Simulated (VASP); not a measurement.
# Settings for Y: relaxation of the cell

Y, P6_3/mmc (no. 194), 2 atoms in the cell. PBEsol; PAW potentials Y_sv (PBE set). VASP 6.6.1. The cell is changed on purpose: volume scaled by 1.03.

Wanted: cell volume within 0.05 %; lattice lengths within 0.03 %; shortest distances from each atom, periodic images included within 0.002 Å.

What the run is for: cell; Accuracy asked: tight.

The series start from Plane-wave cutoff (eV): 310; Smearing width (eV): 0.1; k-point mesh: 9 × 9 × 5; Relaxation passes: 2; Ionic threshold (EDIFFG): -0.005; Electronic threshold (eV): 1e-6; Precision mode (PREC): Accurate; Relaxation algorithm: IBRION=2 POTIM=0.5. Each series keeps the choices made before it, and each single choice may use up half of a tolerance. Times cover all steps of a run.

## Plane-wave cutoff (eV)

| Plane-wave cutoff (eV) | Cell volume (Å³) | Lattice lengths, largest deviation against the largest value | Shortest distances from each atom, periodic images included, largest deviation (Å) | Time (s) |
|---|---|---|---|---|
| 200 | 61.55 | 0.31 % | 0.0125 | 45 |
| 240 | 61.75 | 0.22 % | 0.0092 | 50 |
| 270 | 61.78 | 0.26 % | 0.0096 | 52 |
| 310 | 62.12 | 0.13 % | 0.0041 | 125 |
| 360 | 62.28 | 0.033 % | 0.0009 | 52 |
| 430 | 62.29 | 0.024 % | 0.0007 | 70 |
| 540 | 62.35 | 0.017 % | 0.0004 | 83 |
| 650 (reference) | 62.32 | 0 % | 0.0000 | 95 |

Chosen: 650; the next looser run is off by more than half of the tolerance, so convergence isn't shown beyond this value.

## Smearing width (eV)

| Smearing width (eV) | Cell volume (Å³) | Lattice lengths, largest deviation against the largest value | Shortest distances from each atom, periodic images included, largest deviation (Å) | Time (s) |
|---|---|---|---|---|
| 0.4 | 62.41 | 0.048 % | 0.0001 | 249 |
| 0.3 | 62.4 | 0.13 % | 0.0016 | 195 |
| 0.2 | 62.42 | 0.18 % | 0.0022 | 235 |
| 0.15 | 62.4 | 0.17 % | 0.0021 | 190 |
| 0.1 | 62.32 | 0.11 % | 0.0020 | 95 |
| 0.05 (reference) | 62.34 | 0 % | 0.0000 | 140 |

Chosen: 0.05; the next looser run is off by more than half of the tolerance, so convergence isn't shown beyond this value.

## k-point mesh

| k-point mesh | Cell volume (Å³) | Lattice lengths, largest deviation against the largest value | Shortest distances from each atom, periodic images included, largest deviation (Å) | Time (s) |
|---|---|---|---|---|
| 4 × 4 × 2 | 63.88 | 2.8 % | 0.0597 | 78 |
| 5 × 5 × 3 | 62.76 | 0.94 % | 0.0134 | 162 |
| 6 × 6 × 4 | 62.81 | 0.71 % | 0.0092 | 102 |
| 8 × 8 × 4 | 62.76 | 0.71 % | 0.0098 | 164 |
| 9 × 9 × 5 | 62.34 | 0.24 % | 0.0015 | 140 |
| 11 × 11 × 7 (reference) | 62.58 | 0 % | 0.0000 | 202 |

Chosen: 11 × 11 × 7; the next looser run is off by more than half of the tolerance, so convergence isn't shown beyond this value.

## Relaxation passes

| Relaxation passes | Cell volume (Å³) | Lattice lengths, largest deviation against the largest value | Shortest distances from each atom, periodic images included, largest deviation (Å) | Time (s) |
|---|---|---|---|---|
| 1 | 62.58 | 0 % | 0.0000 | 164 |
| 2 | 62.58 | 0 % | 0.0000 | 202 |
| 3 (reference) | 62.58 | 0 % | 0.0000 | 217 |

Chosen: 1, the loosest value from which every tighter one stays within half of the tolerance.

## Ionic threshold (EDIFFG)

| Ionic threshold (EDIFFG) | Cell volume (Å³) | Lattice lengths, largest deviation against the largest value | Shortest distances from each atom, periodic images included, largest deviation (Å) | Time (s) |
|---|---|---|---|---|
| -0.05 | 62.47 | 0.3 % | 0.0039 | 118 |
| -0.02 | 62.58 | 0.012 % | 0.0001 | 162 |
| -0.01 | 62.58 | 0.012 % | 0.0001 | 177 |
| -0.005 | 62.58 | 0.012 % | 0.0001 | 164 |
| -0.002 (reference) | 62.57 | 0 % | 0.0000 | 252 |

Chosen: -0.02.

## Electronic threshold (eV)

| Electronic threshold (eV) | Cell volume (Å³) | Lattice lengths, largest deviation against the largest value | Shortest distances from each atom, periodic images included, largest deviation (Å) | Time (s) |
|---|---|---|---|---|
| 0.0001 | 62.61 | 0.073 % | 0.0015 | 154 |
| 1e-5 | 62.51 | 0.043 % | 0.0002 | 152 |
| 1e-6 | 62.58 | 0.045 % | 0.0007 | 162 |
| 1e-7 (reference) | 62.58 | 0 % | 0.0000 | 213 |

Chosen: 1e-7; the next looser run is off by more than half of the tolerance, so convergence isn't shown beyond this value.

## Precision mode (PREC)

| Precision mode (PREC) | Cell volume (Å³) | Lattice lengths, largest deviation against the largest value | Shortest distances from each atom, periodic images included, largest deviation (Å) | Time (s) |
|---|---|---|---|---|
| Normal | 62.58 | 0.0088 % | 0.0001 | 116 |
| Accurate (reference) | 62.58 | 0 % | 0.0000 | 213 |

Chosen: Normal.

## Relaxation algorithm

| Relaxation algorithm | Cell volume (Å³) | Lattice lengths, largest deviation against the largest value | Shortest distances from each atom, periodic images included, largest deviation (Å) | Time (s) |
|---|---|---|---|---|
| IBRION=2 POTIM=0.5 | 62.58 | 0 % | 0.0000 | 116 |
| IBRION=2 POTIM=0.2 | 62.6 | 0.042 % | 0.0005 | 126 |
| IBRION=1 POTIM=0.5 | 62.55 | 0.07 % | 0.0009 | 90 |
| IBRION=1 POTIM=0.2 | 62.49 | 0.12 % | 0.0011 | 89 |

Chosen: IBRION=2 POTIM=0.5; no other choice that stays within half of the tolerance saves 30 % of the time.

## All choices together

| Input | Cell volume (Å³) | Lattice lengths, largest deviation against the largest value | Shortest distances from each atom, periodic images included, largest deviation (Å) | Time (s) |
|---|---|---|---|---|
| the program's defaults (naive) | 60.84 | 1.1 % | 0.0044 | 5.0 |
| chosen settings | 62.57 | 0.033 % | 0.0008 | 175 |
| reference settings throughout | 62.54 | 0 % | 0.0000 | 360 |

The tolerance is missed in the lattice lengths, so this input isn't good enough yet.

Values of the reference run: Lattice lengths: 3.594, 3.594, 5.591 Å; Shortest distances from each atom, periodic images included: 3.481, 3.481, 3.481, 3.481, 3.481, 3.481, 3.481, 3.481 Å.

3 cheaper combinations failed this check first and made the worst setting one step tighter.

## The input

INCAR.step1:
```
GGA = PS ; ISMEAR = 1
SIGMA = 0.05 ; LWAVE = False
LCHARG = False ; NSW = 80
PREC = Normal ; LASPH = True
LREAL = False ; ALGO = Normal
EDIFF = 1E-7 ; NELM = 120
GGA_COMPAT = False ; IBRION = 2
ISIF = 3 ; EDIFFG = -0.002
NELMIN = 4 ; ENCUT = 650
KPAR = 2 ; POTIM = 0.5
```

INCAR.step2, as INCAR.step1 but for:
```
- NSW = 80
- IBRION = 2
- ISIF = 3
- EDIFFG = -0.002
- NELMIN = 4
- POTIM = 0.5
+ ISIF = 2
```

KPOINTS:
```
Automatic mesh
0
Gamma
  11 11 7
  0 0 0
```

POSCAR.step1:
```
Y
1.0
    3.6835152200      0.0000000000      0.0000000000
   -1.8417576100      3.1900177558      0.0000000000
    0.0000000000      0.0000000000      5.7873423041
Y
2
Direct
    0.6666666667      0.3333333333      0.7500000000
    0.3333333333      0.6666666667      0.2500000000
```

Commands (each step's output is kept before the next begins):
```
cat potpaw_PBE.64/Y_sv/POTCAR > POTCAR
cp INCAR.step1 INCAR
cp POSCAR.step1 POSCAR
mpirun -np 2 vasp_std > vasp.out
cp CONTCAR POSCAR
cp INCAR.step2 INCAR
mpirun -np 2 vasp_std > vasp.out
```

The chosen input took VASP 6.6.1 175 s on 2 cores (AMD EPYC 7R13 (Zen 3)), a shared host.
